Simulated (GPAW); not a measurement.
FeO (Wuestite):

```xyz
2
Lattice="0.0000 2.1554 2.1554 2.1554 0.0000 2.1554 2.1554 2.1554 0.0000" Properties=species:S:1:pos:R:3 pbc="T T T"
Fe    0.0000    0.0000    0.0000
O     2.1554    2.1554    2.1554
```

Base run:

```yaml
Program: GPAW 26.7.0
Functional: PBEsol
Potentials_or_basis: PAW data sets generated in the run's folder for this functional
Cutoff: 800 eV
Basis: pw
k_mesh: 11 × 11 × 11
Occupations: fermi-dirac, width 0.05 eV
Spin: collinear spin, ferromagnetic start
Starting_moments: "[3.0, 0.0] μB"
```

Its results: pressure -7.0 GPa; net moment 4.00 μB per cell; site moments Fe +3.54; O +0.24 μB.

Problem. The run is repeated on the same cell with these changes: hubbard terms from none to Fe d U = 4 eV. What comes out?

Solution. Pressure -5.3 GPa; net moment 4.02 μB per cell; site moments Fe +3.72; O +0.17 μB.

Caveats: a cell with one magnetic atom can't hold antiferromagnetic order, which such compounds often take.
